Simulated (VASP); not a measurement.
# Mg12O (a cell with a defect) in VASP: a series of runs

Runs on Mg12O (a cell with a defect). Level: PBEsol. Tasks: single point, relaxation of the atoms.

All numbers are computed with VASP 6.6.1; they aren't measurements. Logs are shortened: lines on timing, memory, paths and dates and some standing lists are left out, and cuts for length are marked.

### 1 The crystal as given

The cell holds a defect, 13 atoms: a = 6.420 Å, b = 9.630 Å, c = 5.213 Å, α = 90.00°, β = 90.00°, γ = 120.00°.

The cell was built by a generator and needn't be a form met in nature.

### 2 Single point, PBEsol

File INCAR:

```
SYSTEM = Mg12O
ALGO = Normal
EDIFF = 1E-6
ENCUT = 520
GGA = PS
ISIF = 2
ISMEAR = -1
LASPH = .True.
LCHARG = .False.
LREAL = .False.
LWAVE = .False.
NBANDS = 27
NELM = 100
PREC = Accurate
SIGMA = 0.05
```

File KPOINTS:

```
k-points
0
Gamma
  2 2 2
  0 0 0
```

File POSCAR:

```
Mg12O
1.0
    6.4200000000      0.0000000000      0.0000000000
   -4.8150000000      8.3398250000      0.0000000000
    0.0000000000      0.0000000000      5.2130400000
Mg O
12 1
Direct
   -0.0002185752     -0.0000780302      0.0016095173
    0.1628675050      0.2164502782      0.5205337363
   -0.0017579277      0.3399781385      0.0029544632
    0.1626027750      0.5534809207      0.4871098764
   -0.0053261103      0.6597434951     -0.0010560319
    0.1743465488      0.8976163853      0.5033883469
    0.4922055779     -0.0084431739     -0.0042245202
    0.6734913903      0.2303637184      0.4988410700
    0.5055919900      0.3368064384      0.0108771445
    0.6696531670      0.5499163838      0.4948488274
    0.5055696861      0.6733802495     -0.0217312909
    0.6676689595      0.8889099869      0.4968104191
    0.8344737136      0.4451986093      0.2488840420
```

Potentials or basis: VASP PAW PBE potentials, release 64 (Mg, O).

On the command line:

```bash
$ cat potpaw_PBE.64/Mg/POTCAR potpaw_PBE.64/O/POTCAR > POTCAR
$ mpirun -np 1 vasp_std > vasp.out
```

OUTCAR:

```text
SYSTEM = Mg12O
   EDIFF = 1E-6
   ENCUT = 520
   GGA = PS
   ISIF = 2
   ISMEAR = -1
   LASPH = .True.
   LREAL = .False.
   NELM = 100
   PREC = Accurate

 ion  position               nearest neighbor table
   1  1.000  1.000  0.002-   2 3.09  11 3.16  12 3.17   6 3.17   6 3.19   7 3.20  12 3.21   7 3.22
                             9 3.25   2 3.25   5 3.26   3 3.28
   2  0.163  0.216  0.521-   1 3.09   6 3.11  12 3.17   3 3.18   9 3.19   8 3.21   8 3.22  10 3.24
                             4 3.25   1 3.25   9 3.27   3 3.33
   3  0.998  0.340  0.003-  13 2.20   4 3.09   5 3.09   9 3.15   8 3.15   2 3.18   8 3.19   4 3.23
                            11 3.24   9 3.27   1 3.28   7 3.30   2 3.33
   4  0.163  0.553  0.487-  13 2.21   3 3.09   8 3.13   5 3.13  10 3.15  11 3.19   3 3.23   5 3.23
                            12 3.24   2 3.25  11 3.27  10 3.27   6 3.28
   5  0.995  0.660  0.999-  13 2.21   3 3.09   9 3.13   4 3.13  10 3.15  10 3.19   7 3.19  11 3.21
                            11 3.22   4 3.23   6 3.26   1 3.26   6 3.29
   6  0.174  0.898  0.503-   2 3.11   7 3.12   1 3.17   7 3.18   1 3.19   8 3.20  12 3.21  12 3.21
                             5 3.26   4 3.28   5 3.29  10 3.30
   7  0.492  0.992  0.996-  11 3.11   6 3.12  12 3.18   6 3.18  12 3.19   5 3.19   1 3.20   1 3.22
                             8 3.27   9 3.28   8 3.29   3 3.30
   8  0.673  0.230  0.499-  13 2.22  10 3.09   4 3.13   9 3.13   3 3.15   3 3.19   6 3.20   2 3.21
                             2 3.22   9 3.23   7 3.27  12 3.27   7 3.29
   9  0.506  0.337  0.011-  13 2.21  10 3.09   5 3.13   8 3.13   3 3.15   2 3.19  10 3.22   8 3.23
                            11 3.25   1 3.25   2 3.27   3 3.27   7 3.28
  10  0.670  0.550  0.495-  13 2.20   9 3.09   8 3.09   4 3.15   5 3.15  11 3.18   5 3.19   9 3.22
                             2 3.24  12 3.27   4 3.27   6 3.30  11 3.32
  11  0.506  0.673  0.978-  12 3.09   7 3.11   1 3.16  10 3.18   4 3.19   5 3.21   5 3.22   3 3.24
                             9 3.25  12 3.25   4 3.27  10 3.32
  12  0.668  0.889  0.497-  11 3.09   2 3.17   1 3.17   7 3.18   7 3.19   6 3.21   6 3.21   1 3.21
                             4 3.24  11 3.25   8 3.27  10 3.27
  13  0.834  0.445  0.249-   3 2.20  10 2.20   4 2.21   9 2.21   5 2.21   8 2.22

  LATTYP: Found a simple monoclinic cell.
 ALAT       =     6.4200000000
 B/A-ratio  =     0.8120000000
 C/A-ratio  =     1.3228757108
 COS(beta)  =    -0.1889822286

  Lattice vectors:

 A1 = (   6.4200000000,   0.0000000000,   0.0000000000)
 A2 = (   0.0000000000,   0.0000000000,   5.2130400000)
 A3 = (  -1.6050000000,  -8.3398250000,   0.0000000000)

Analysis of symmetry for initial positions (statically):
=====================================================================
 Subroutine PRICEL returns:
 Original cell was already a primitive cell.

 Routine SETGRP: Setting up the symmetry group for a
 simple monoclinic supercell.

 Subroutine GETGRP returns: Found  1 space group operations
 (whereof  1 operations were pure point group operations)
 out of a pool of  4 trial point group operations.

The static configuration has the point symmetry C_1 .

Analysis of symmetry for dynamics (positions and initial velocities):
=====================================================================
 Subroutine PRICEL returns:
 Original cell was already a primitive cell.

 Routine SETGRP: Setting up the symmetry group for a
 simple monoclinic supercell.

 Subroutine GETGRP returns: Found  1 space group operations
 (whereof  1 operations were pure point group operations)
 out of a pool of  4 trial point group operations.

The dynamic configuration has the point symmetry C_1 .

 Subroutine INISYM returns: Found  1 space group operations
 (whereof  1 operations are pure point group operations),
 and found     1 'primitive' translations

----------------------------------------------------------------------------------------

                                     Primitive cell

  volume of cell :     279.1149

  direct lattice vectors                    reciprocal lattice vectors
     6.420000000  0.000000000  0.000000000     0.155763240  0.089929945  0.000000000
    -4.815000000  8.339825000  0.000000000     0.000000000  0.119906593  0.000000000
     0.000000000  0.000000000  5.213040000     0.000000000  0.000000000  0.191826650

  length of vectors
     6.420000000  9.630000313  5.213040000     0.179859895  0.119906593  0.191826650

[... 44 lines left out ...]
     0.000000000  0.000000000  0.095913325     0.000000000  0.000000000  0.500000000

  Length of vectors
     0.089929947  0.059953296  0.095913325

  Shift w.r.t. Gamma in fractional coordinates (k-lattice)
     0.000000000  0.000000000  0.000000000

 Subroutine IBZKPT returns following result:
 ===========================================

 Found      8 irreducible k-points:

 Following reciprocal coordinates:
            Coordinates               Weight
  0.000000  0.000000  0.000000      1.000000
  0.500000  0.000000  0.000000      1.000000
  0.000000  0.500000  0.000000      1.000000
  0.500000  0.500000  0.000000      1.000000
  0.000000  0.000000  0.500000      1.000000
  0.500000  0.000000  0.500000      1.000000
  0.000000  0.500000  0.500000      1.000000
  0.500000  0.500000  0.500000      1.000000
   k-points           NKPTS =      8   k-points in BZ     NKDIM =      8   number of bands    NBANDS=     27
   number of dos      NEDOS =    301   number of ions     NIONS =     13
   total plane-waves  NPLWV = 138240
   dimension x,y,z NGX =    48 NGY =   72 NGZ =   40
   dimension x,y,z NGXF=    96 NGYF=  144 NGZF=   80
   ions per type =              12   1
   NGX,Y,Z   is equivalent  to a cutoff of  12.43, 12.43, 12.76 a.u.
   NGXF,Y,Z  is equivalent  to a cutoff of  24.86, 24.86, 25.51 a.u.
 SYSTEM =  Mg12O
   PREC   = accura    normal or accurate (medium, high low for compatibility)
   ISTART =      0    job   : 0-new  1-cont  2-samecut
   ICHARG =      2    charge: 1-file 2-atom 10-const
   ISPIN  =      1    spin polarized calculation?
   LNONCOLLINEAR =      F non collinear calculations
   LSORBIT =      F    spin-orbit coupling
   LASPH  =      T    aspherical Exc in radial PAW
   ENCUT  =  520.0 eV  38.22 Ry    6.18 a.u.  11.94 17.91  9.69*2*pi/ulx,y,z
   NELM   =    100;   NELMIN=  2; NELMDL= -5     # of ELM steps
   EDIFF  = 0.1E-05   stopping-criterion for ELM
   LREAL  =      F    real-space projection
   EDIFFG = 0.1E-04   stopping-criterion for IOM
   NSW    =      0    number of steps for IOM
   IBRION =     -1    ionic relax: 0-MD 1-quasi-New 2-CG
   NFREE  =      0    steps in history (QN), initial steepest desc. (CG)
   ISIF   =      2    stress and relaxation
   ISYM   =      2    0-nonsym 1-usesym 2-fastsym
   POTIM  = 0.5000    time-step for ionic-motion
   TEBEG  =    0.0;   TEEND  =   0.0 temperature during run
   PSTRESS=    0.0 pullay stress
   NELECT =      30.0000    total number of electrons
   NUPDOWN=      -1.0000    fix difference up-down
   EMIN   =  10.00;   EMAX   =-10.00  energy-range for DOS
   EFERMI =   0.00;   METHOD = LEGACY
   ISMEAR =    -1;   SIGMA  =   0.05  broadening in eV -4-tet -1-fermi 0-gaus
   EFERMI_NEDOS =   21; number of points for ismear=-14 and -15
   IALGO  =     38    algorithm
   IMIX   =      4    mixing-type and parameters
     AMIX     =   0.40;   BMIX     =  1.00
     AMIX_MAG =   1.60;   BMIX_MAG =  1.00
  volume/ion in A,a.u.               =      21.47       144.89
  Fermi-wavevector in a.u.,A,eV,Ry     =   0.778373  1.470911  8.243280  0.605864
  Thomas-Fermi vector in A             =   1.881255
   LORBIT       =      0    0 simple, 1 ext, 2 COOP (PROOUT), +10 PAW based schemes
   GGA     = PS    functional components
   LHFCALC =     F    Hartree Fock is set to
   AEXX    =    0.0000 exact exchange contribution
   IVDW    =     0    specifies the selected vdW correction
   LEPSILON=     F    determine dielectric tensor
   LRPA    =     F    only Hartree local field effects (RPA)
 non-spin polarized calculation
  energy-cutoff  :      520.00
  volume of cell :      279.11
 maximum number of plane-waves:      7532
 NGX is ok and might be reduce to    48
   NGX = 23   NGY = 35   NGZ = 19

 number of electron      30.0000001 magnetization

 Free energy of the ion-electron system (eV)
  ---------------------------------------------------
  ext. energy  EPLUGINS =         0.00000000
  ---------------------------------------------------
  free energy    TOTEN  =       -29.62018994 eV

  energy without entropy =      -29.57660021  energy(sigma->0) =      -29.59839508

 E-fermi :   2.6757     XC(G=0):  -8.6417

 val. band max:        2.6708524927   @ k =   0.0000   0.0000   0.0000
 cond. band min:       2.7555268419   @ k =   0.5000   0.0000   0.5000
 fundamental gap:      0.0846743492
 Fermi energy:         2.6756813341

 k-point     1 :       0.0000    0.0000    0.0000
  band No.  band energies     occupation
      1     -16.4703      2.00000
      2      -3.8532      2.00000
      3      -3.3282      2.00000
      4      -3.1360      2.00000
      5      -2.8310      2.00000
      6      -1.6330      2.00000
[... 229 lines left out ...]
     26       6.2648      0.00000
     27       6.7219      0.00000

------------------------ aborting loop because EDIFF is reached ----------------------------------------

  FORCE on cell =-STRESS in cart. coord.  units (eV):
  Direction    XX          YY          ZZ          XY          YZ          ZX
  --------------------------------------------------------------------------------------
  -------------------------------------------------------------------------------------
  Total       -4.4441004     -3.2209469     -0.9315976     -0.0622308     -0.3077460     -0.1870097
  in kB      -25.5100564    -18.4889023     -5.3475631     -0.3572178     -1.7665257     -1.0734746
  external PRESSURE =     -16.4488406 kB  Pullay stress =       0.0000000 kB

 VOLUME and BASIS-vectors are now :
 -----------------------------------------------------------------------------
  energy-cutoff  :      520.00
  volume of cell :      279.11
      direct lattice vectors                 reciprocal lattice vectors
     6.420000000  0.000000000  0.000000000     0.155763240  0.089929945  0.000000000
    -4.815000000  8.339825000  0.000000000     0.000000000  0.119906593  0.000000000
     0.000000000  0.000000000  5.213040000     0.000000000  0.000000000  0.191826650

 POSITION                                       TOTAL-FORCE (eV/Angst)
 -----------------------------------------------------------------------------------
      1.60397      8.33917      0.00839        -0.006644      0.012250      0.006847
      0.00340      1.80516      2.71356        -0.004555     -0.004148     -0.016043
      4.77172      2.83536      0.01540        -0.009957      0.001946      0.006074
     -1.62110      4.61593      2.53932        -0.015200     -0.002815     -0.009007
      3.20914      5.50215      5.20753         0.004968     -0.022874      0.011097
     -3.20272      7.48596      2.62418         0.003287      0.004313     -0.010061
     -1.61439      8.26941      5.19102         0.009547      0.006162      0.004423
      3.21461      1.92119      2.60048        -0.004779      0.013214     -0.006037
      1.62418      2.80891      0.05670         0.017398     -0.004509      0.009986
      1.65133      4.58621      2.57967         0.011729     -0.001742     -0.002624
      0.00343      5.61587      5.09975        -0.001290     -0.001392      0.011521
      0.00633      7.41335      2.58989        -0.002649      0.005621     -0.004803
      3.21369      3.71288      1.29744        -0.001856     -0.006026     -0.001373
 -----------------------------------------------------------------------------------
    total drift:                               -0.000027     -0.000052      0.000010

  FREE ENERGIE OF THE ION-ELECTRON SYSTEM (eV)
  ---------------------------------------------------
  free  energy   TOTEN  =       -29.6201899400 eV

  energy  without entropy=      -29.5766002126  energy(sigma->0) =      -29.59839508
```

It took 58 s on 1 thread of Intel Xeon Platinum 8559C (Emerald Rapids), shared host; peak memory 0.34 GiB.

What came out:

* Free energy: -29.6202 eV
* Pressure: -1.6 GPa
* Largest force: 0.026 eV/Å
* Band gap on the k mesh: none (metal or under the smearing width)

Forces on the atoms (eV/Å):
```
Mg  -0.007  0.012  0.007
Mg  -0.005 -0.004 -0.016
Mg  -0.010  0.002  0.006
Mg  -0.015 -0.003 -0.009
Mg   0.005 -0.023  0.011
Mg   0.003  0.004 -0.010
Mg   0.010  0.006  0.004
Mg  -0.005  0.013 -0.006
Mg   0.017 -0.005  0.010
Mg   0.012 -0.002 -0.003
Mg  -0.001 -0.001  0.012
Mg  -0.003  0.006 -0.005
O   -0.002 -0.006 -0.001
```

Caveat: the k mesh is coarse (spacing up to 0.60 Å⁻¹), so the values aren't converged; the PAW data sets were made with another functional, which shifts forces and pressure a little.

(Part 1 of 2 ends here.)
